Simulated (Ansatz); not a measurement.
# In3As: a one-atom displacement scan, part 2 of 2

This session takes In3As and sets out to measure how stiffly atom 1 (In) is held and map the energy as atom 4 (As) is pushed off its site.

Ansatz 0.2.0; DFT PBE+D3(BJ), scalar-relativistic, plane waves, PAW. Earlier steps stand in the parts before.

## (11) x = 0.300 Å

input.yaml reads:

```yaml
crystal:
  lattice:
    - [4.6021353856, 0.0, 0.0]
    - [0.0, 4.6021353856, 0.0]
    - [0.0, 0.0, 4.6021353856]
  atoms:
    - { symbol: In, position: [0.0, 0.5, 0.5] }
    - { symbol: In, position: [0.5, 0.0, 0.5] }
    - { symbol: In, position: [0.5, 0.5, 0.0] }
    - { symbol: As, position: [0.0, 0.0, 0.0651871305] }
basis:
  ecutwfc: 420
kpoints:
  mp_grid: { grid: [10, 10, 10] }
hamiltonian:
  xc: pbe
  dispersion: d3bj
scf:
  occupations: { method: gaussian, width: 0.15 }
output:
  forces: true
  stress: true
  eigenvalues: true
```

Run with:

```console
$ ansatz run input.yaml --threads 1 --pin off --max-ram 2560MiB --backend cpu --events-out ev --progress --plain --runs-dir out
```

Standard output, cut to the lines that bear on the results:

```text
Warning: RAYON_NUM_THREADS=1 ignored (pool sized by the plan → 1); use --threads N
[...]
Pseudopotentials: kind: paw
Pseudopotential: In, paw, valence charge 13, recommended cutoff 420 eV (normal), In.paw.azcp
Pseudopotential: As, paw, valence charge 15, recommended cutoff 420 eV (normal), As.paw.azcp
Functional definition: PBE
[...]
Crystal: 4 atoms, lattice volume = 97.472 Å³
Basis set: ecut = 420 eV, 1935 PW (Γ), exchange–correlation on 64×64×64 points (8 copies of the dense FFT grid, shifted against one another)
Bands: 33, of which v1, the nominal top of the filled ones, is band 27 counted from 1 (26 counted from 0)
Symmetry: 8 space group operations
Space group: P4mm (ITA 99), of the structure as read, at distance tolerance 4.6e-5 Å
k-points: 126 of 1000 (time reversal used)
[...]
SCF iter   1: F=—  HF=-21650.803824 eV  |F-HF|=—  |Δ(HF+E_count)|=         —  Δρ=1.16e-3  dr2=1.39e-3  ethr=1.77e-3  ⟨swp⟩=7.0  Hψ=17150  notcnv=0  defer=6
[...]
SCF iter   7: F=-21650.800678 eV  HF=-21650.800678 eV  |F-HF|=1.80e-8  |Δ(HF+E_count)|=   1.07e-7  Δρ=5.99e-6  dr2=3.68e-8  ethr=1.85e-10  ⟨swp⟩=6.4  Hψ=18188  notcnv=0
[...]
SCF converged after 7 iterations
Free energy (F): -21650.800678 eV
[...]
E sigma→0 (E₀):  -21650.788674 eV
Entropy (-TS):   -0.024009 eV (-6.002 meV/atom)
Fermi energy:    10.536716 eV
[...]
--- Forces (eV/Å), atoms counted from 1 ---
  atom   1  In    -0.00000000     0.00000000     0.14551793
  atom   2  In     0.00000000     0.00000000     0.14551793
  atom   3  In     0.00000000     0.00000000    -0.30236774
  atom   4  As     0.00000000     0.00000000     0.01132793
[...]
--- Stress (GPa, compression-positive) ---
        0.412077       0.000000      -0.000000
        0.000000       0.412077       0.000000
       -0.000000       0.000000       0.522680
  P = ⅓ Tr σ = 0.4489 GPa (4.489 kbar)
--- Band table (eV; the first three rows and the last of 126) ---
[...]
```

Wall time 22 s (1 thread of Intel Xeon 6975P-C (Granite Rapids), shared host); peak memory 0.6 GiB.

## (12) Variant: starting moments, mixing.algorithm anderson, mixing.beta 0.1, spin_polarized true

input.yaml reads:

```yaml
crystal:
  lattice:
    - [4.6021353856, 0.0, 0.0]
    - [0.0, 4.6021353856, 0.0]
    - [0.0, 0.0, 4.6021353856]
  atoms:
    - { symbol: In, position: [0.0, 0.5, 0.5], spin: 0.5 }
    - { symbol: In, position: [0.5, 0.0, 0.5], spin: 0.5 }
    - { symbol: In, position: [0.5, 0.5, 0.0], spin: -0.5 }
    - { symbol: As, position: [0.0, 0.0, 0.0651871305], spin: -0.5 }
basis:
  ecutwfc: 420
kpoints:
  mp_grid: { grid: [10, 10, 10] }
hamiltonian:
  xc: pbe
  dispersion: d3bj
scf:
  occupations: { method: gaussian, width: 0.15 }
  mixing: { algorithm: anderson, beta: 0.1 }
output:
  forces: true
  eigenvalues: true
  stress: true
magnetization:
  spin_polarized: true
```

Run with:

```console
$ ansatz run input.yaml --threads 1 --pin off --max-ram 2560MiB --backend cpu --events-out ev --progress --plain --runs-dir out
```

Standard output, cut to the lines that bear on the results:

```text
Warning: RAYON_NUM_THREADS=1 ignored (pool sized by the plan → 1); use --threads N
[...]
[... 4 set-up lines as earlier in the session ...]
[...]
Crystal: 4 atoms, lattice volume = 97.472 Å³
Basis set: ecut = 420 eV, 1935 PW (Γ), exchange–correlation on 64×64×64 points (8 copies of the dense FFT grid, shifted against one another)
Bands: 34, of which v1, the nominal top of the filled ones, is band 27 counted from 1 (26 counted from 0)
[... 2 set-up lines as earlier in the session ...]
Magnetic group: BNS 99.163 (UNI 823), of the structure as read, at distance tolerance 4.6e-5 Å
k-points: 126 of 1000 (time reversal used)
[...]
Starting moments: Σ|m| = 2 μB on 4 of 4 sites
Starting magnetic order: compensated ferrimagnet; no operation exchanges its spin sublattices
[...]
WARN: the starting moments were not kept: the SCF closed with an absolute magnetisation of 8.5e-6 μB, where they sum to 2 μB in size (4 sites). That is at most 0.1 of that sum. Measured as dr2_m measures the in/out step, that magnetisation stands 3.8e-12 eV from none, at or under the [...]
SCF converged after 19 iterations
Magnetization: 0.0000 μB (27.0000 up, 27.0000 down)
Absolute magnetization: 0.0000 μB (∫|ρ↑−ρ↓|, with the PAW one-centre terms)
Spin contamination: 0.0000 ħ² per cell (⟨S²⟩ above its minimum at these occupations)
Per-site moments (μB) at R_I (Å): [(8.522361485820708e-7, 1.257900771944482), (8.522361485137882e-7, 1.257900771944482), (-3.480854309430743e-7, 1.3423579698772345), (2.4917472827995326e-6, 1.257900771944482)]
Free energy (F): -21650.800678 eV
[...]
E sigma→0 (E₀):  -21650.788674 eV
Entropy (-TS):   -0.024008 eV (-6.002 meV/atom)
Fermi energy:    10.536724 eV
[...]
--- Forces (eV/Å), atoms counted from 1 ---
  atom   1  In    -0.00000000     0.00000000     0.14552260
  atom   2  In     0.00000000     0.00000000     0.14552260
  atom   3  In     0.00000000     0.00000000    -0.30236649
  atom   4  As     0.00000000     0.00000000     0.01132111
[...]
--- Stress (GPa, compression-positive) ---
        0.412189       0.000000      -0.000000
        0.000000       0.412189       0.000000
       -0.000000       0.000000       0.522808
  P = ⅓ Tr σ = 0.4491 GPa (4.491 kbar)
--- Band table (eV; the first three rows and the last of 252) ---
[...]
```

Run time: 78 s. Hardware: 1 thread of Intel Xeon 6975P-C (Granite Rapids), shared host; peak memory 0.84 GiB.

| run | ending | energy change | pressure (GPa) | gap (eV) | force (eV/Å) | cycles | time |
| --- | --- | --- | --- | --- | --- | --- | --- |
| step 11 | converged | 0 | 0.4 | 0.00 | 0.30 | 7 | 22 s |
| variant | converged | 0.0 meV/atom | 0.4 | 0.00 | 0.30 | 19 | 78 s |

With the changed spin polarisation and mixing the energy stays within 0.5 meV/atom: no moment survives, so both runs end on the same non-magnetic state.

## (13) Point x = -0.150 Å

input.yaml: that of step 11 with these lines changed.

```diff
@@ -9,3 +9,3 @@
     - { symbol: In, position: [0.5, 0.5, 0.0] }
-    - { symbol: As, position: [0.0, 0.0, 0.0651871305] }
+    - { symbol: As, position: [0.0, 0.0, -0.0325935653] }
 basis:
```

Run with:

```console
$ ansatz run input.yaml --threads 1 --pin off --max-ram 2560MiB --backend cpu --events-out ev --progress --plain --runs-dir out
```

Standard output, cut to the lines that bear on the results:

```text
Warning: RAYON_NUM_THREADS=1 ignored (pool sized by the plan → 1); use --threads N
[...]
[... 4 set-up lines as earlier in the session ...]
[...]
Crystal: 4 atoms, lattice volume = 97.472 Å³
Basis set: ecut = 420 eV, 1935 PW (Γ), exchange–correlation on 64×64×64 points (8 copies of the dense FFT grid, shifted against one another)
Bands: 33, of which v1, the nominal top of the filled ones, is band 27 counted from 1 (26 counted from 0)
[... 2 set-up lines as earlier in the session ...]
k-points: 126 of 1000 (time reversal used)
[...]
SCF iter   1: F=—  HF=-21650.797327 eV  |F-HF|=—  |Δ(HF+E_count)|=         —  Δρ=1.13e-3  dr2=2.29e-3  ethr=1.77e-3  ⟨swp⟩=7.0  Hψ=17096  notcnv=0  defer=3
[...]
SCF iter   7: F=-21650.793924 eV  HF=-21650.793925 eV  |F-HF|=1.00e-8  |Δ(HF+E_count)|=   5.34e-8  Δρ=4.62e-6  dr2=3.40e-8  ethr=1.85e-10  ⟨swp⟩=7.6  Hψ=17381  notcnv=0
[...]
SCF converged after 7 iterations
Free energy (F): -21650.793924 eV
[...]
E sigma→0 (E₀):  -21650.780504 eV
Entropy (-TS):   -0.026841 eV (-6.710 meV/atom)
Fermi energy:    10.532763 eV
[...]
--- Forces (eV/Å), atoms counted from 1 ---
  atom   1  In     0.00000000     0.00000000    -0.05276706
  atom   2  In    -0.00000000     0.00000000    -0.05276706
  atom   3  In    -0.00000000     0.00000000     0.16170089
  atom   4  As    -0.00000000     0.00000000    -0.05616669
[...]
--- Stress (GPa, compression-positive) ---
        0.093280       0.000000      -0.000000
        0.000000       0.093280       0.000000
       -0.000000       0.000000       0.136443
  P = ⅓ Tr σ = 0.1077 GPa (1.077 kbar)
--- Band table (eV; the first three rows and the last of 126) ---
[...]
```

Wall time 18 s (1 thread of Intel Xeon 6975P-C (Granite Rapids), shared host); peak memory 0.6 GiB.

## (14) At x = 0.375 Å

input.yaml: that of step 13 with these lines changed.

```diff
@@ -9,3 +9,3 @@
     - { symbol: In, position: [0.5, 0.5, 0.0] }
-    - { symbol: As, position: [0.0, 0.0, -0.0325935653] }
+    - { symbol: As, position: [0.0, 0.0, 0.0814839131] }
 basis:
```

Run with:

```console
$ ansatz run input.yaml --threads 1 --pin off --max-ram 2560MiB --backend cpu --events-out ev --progress --plain --runs-dir out
```

Standard output, cut to the lines that bear on the results:

```text
Warning: RAYON_NUM_THREADS=1 ignored (pool sized by the plan → 1); use --threads N
[...]
[... 4 set-up lines as earlier in the session ...]
[...]
Crystal: 4 atoms, lattice volume = 97.472 Å³
Basis set: ecut = 420 eV, 1935 PW (Γ), exchange–correlation on 64×64×64 points (8 copies of the dense FFT grid, shifted against one another)
Bands: 33, of which v1, the nominal top of the filled ones, is band 27 counted from 1 (26 counted from 0)
[... 2 set-up lines as earlier in the session ...]
k-points: 126 of 1000 (time reversal used)
[...]
SCF iter   1: F=—  HF=-21650.801859 eV  |F-HF|=—  |Δ(HF+E_count)|=         —  Δρ=1.25e-3  dr2=1.55e-3  ethr=1.77e-3  ⟨swp⟩=7.0  Hψ=17219  notcnv=0  defer=6
[...]
SCF iter   7: F=-21650.798764 eV  HF=-21650.798764 eV  |F-HF|=2.17e-8  |Δ(HF+E_count)|=   7.39e-8  Δρ=6.84e-6  dr2=4.24e-8  ethr=1.85e-10  ⟨swp⟩=7.9  Hψ=17728  notcnv=0
[...]
SCF converged after 7 iterations
Free energy (F): -21650.798764 eV
[...]
E sigma→0 (E₀):  -21650.787471 eV
Entropy (-TS):   -0.022587 eV (-5.647 meV/atom)
Fermi energy:    10.536968 eV
[...]
--- Forces (eV/Å), atoms counted from 1 ---
  atom   1  In    -0.00000000     0.00000000     0.21873784
  atom   2  In     0.00000000     0.00000000     0.21873784
  atom   3  In     0.00000000     0.00000000    -0.36840043
  atom   4  As     0.00000000     0.00000000    -0.06908153
[...]
--- Stress (GPa, compression-positive) ---
        0.651461       0.000000      -0.000000
        0.000000       0.651461       0.000000
       -0.000000       0.000000       0.819940
  P = ⅓ Tr σ = 0.7076 GPa (7.076 kbar)
--- Band table (eV; the first three rows and the last of 126) ---
[...]
```

Wall time 20 s (1 thread of Intel Xeon 6975P-C (Granite Rapids), shared host); peak memory 0.6 GiB.

## (15) Point x = 0.225 Å

input.yaml: that of step 14 with these lines changed.

```diff
@@ -9,3 +9,3 @@
     - { symbol: In, position: [0.5, 0.5, 0.0] }
-    - { symbol: As, position: [0.0, 0.0, 0.0814839131] }
+    - { symbol: As, position: [0.0, 0.0, 0.0488903479] }
 basis:
```

Run with:

```console
$ ansatz run input.yaml --threads 1 --pin off --max-ram 2560MiB --backend cpu --events-out ev --progress --plain --runs-dir out
```

Standard output, cut to the lines that bear on the results:

```text
[...]
SCF converged after 7 iterations
Free energy (F): -21650.798107 eV
[...]
E sigma→0 (E₀):  -21650.785299 eV
Entropy (-TS):   -0.025616 eV (-6.404 meV/atom)
Fermi energy:    10.534785 eV
[...]
--- Forces (eV/Å), atoms counted from 1 ---
  atom   1  In    -0.00000000     0.00000000     0.09180569
  atom   2  In     0.00000000     0.00000000     0.09180569
  atom   3  In     0.00000000     0.00000000    -0.23420345
  atom   4  As     0.00000000     0.00000000     0.05059001
[...]
--- Stress (GPa, compression-positive) ---
        0.224495       0.000000      -0.000000
        0.000000       0.224495       0.000000
       -0.000000       0.000000       0.296338
  P = ⅓ Tr σ = 0.2484 GPa (2.484 kbar)
--- Band table (eV; the first three rows and the last of 126) ---
[...]
```

It took 20 s on 1 thread of Intel Xeon 6975P-C (Granite Rapids), shared host; peak memory 0.6 GiB.

## (16) Point x = 0.075 Å

input.yaml: that of step 15 with these lines changed.

```diff
@@ -9,3 +9,3 @@
     - { symbol: In, position: [0.5, 0.5, 0.0] }
-    - { symbol: As, position: [0.0, 0.0, 0.0488903479] }
+    - { symbol: As, position: [0.0, 0.0, 0.0162967826] }
 basis:
```

Run with:

```console
$ ansatz run input.yaml --threads 1 --pin off --max-ram 2560MiB --backend cpu --events-out ev --progress --plain --runs-dir out
```

Standard output, cut to the lines that bear on the results:

```text
[...]
SCF converged after 7 iterations
Free energy (F): -21650.790345 eV
[...]
E sigma→0 (E₀):  -21650.776550 eV
Entropy (-TS):   -0.027589 eV (-6.897 meV/atom)
Fermi energy:    10.532036 eV
[...]
--- Forces (eV/Å), atoms counted from 1 ---
  atom   1  In    -0.00000000     0.00000000     0.02363166
  atom   2  In     0.00000000     0.00000000     0.02363166
  atom   3  In     0.00000000     0.00000000    -0.08278816
  atom   4  As     0.00000000     0.00000000     0.03552340
[...]
--- Stress (GPa, compression-positive) ---
        0.023613       0.000000      -0.000000
        0.000000       0.023613       0.000000
       -0.000000       0.000000       0.035110
  P = ⅓ Tr σ = 0.0274 GPa (0.274 kbar)
--- Band table (eV; the first three rows and the last of 126) ---
[...]
```

Run time: 16 s. Hardware: 1 thread of Intel Xeon 6975P-C (Granite Rapids), shared host; peak memory 0.6 GiB.

## (17) The scan collected

The scan, with free energies counted from the undisturbed cell:

| x (Å) | ΔE (meV/cell) | force on the moved atoms (eV/Å) | pressure (GPa) |
| --- | --- | --- | --- |
| -0.450 | -0.4 | 0.189 | 1.0 |
| -0.150 | -5.0 | -0.056 | 0.1 |
| 0.000 | 0.0 | 0.000 | 0.0 |
| 0.075 | -1.4 | 0.035 | 0.0 |
| 0.225 | -9.1 | 0.051 | 0.2 |
| 0.300 | -11.7 | 0.011 | 0.4 |
| 0.375 | -9.8 | -0.069 | 0.7 |

Not run, since symmetry makes them alike: 0.450 repeats -0.450, -0.300 repeats 0.300, 0.150 repeats -0.150. Energy, pressure and gap are the same there.

## (18) Results

This closing draws on all 2 parts.

| quantity | value |
| --- | --- |
| force constant along x, from the points at -0.270, 0 and 0.360 Å (one-atom displacement scan, step 3) | 2.49 eV/Å² |
| force constant along x, from the points at -0.150, 0 and 0.075 Å (one-atom displacement scan, step 9) | -0.44 eV/Å² |
| step 5, run with xc pbesol, ecutwfc left out (against step 4) | converged; the pressure goes from 1.5 to -1.8 GPa; the largest force goes from 1.35 to 1.21 eV/Å |
| step 12, run with starting moments, mixing.algorithm anderson, mixing.beta 0.1, spin_polarized true (against step 11) | 0.0 meV/atom |

What this shows: One-atom displacement scan, step 3: the restoring force grows by 2.49 eV/Å per Å near the site; for the mass of In against a rigid frame that is a vibration of about 77 cm⁻¹. The step of 0.36 Å is wide, so anharmonic terms mix in. The undisturbed cell stays the lowest of the sampled points. One-atom displacement scan, step 9: the restoring force grows by -0.44 eV/Å per Å near the site, so the site is no minimum along this line. The step of 0.15 Å is wide, so anharmonic terms mix in. The energy drops below the reference, by 11.7 meV/cell at x = 0.300.
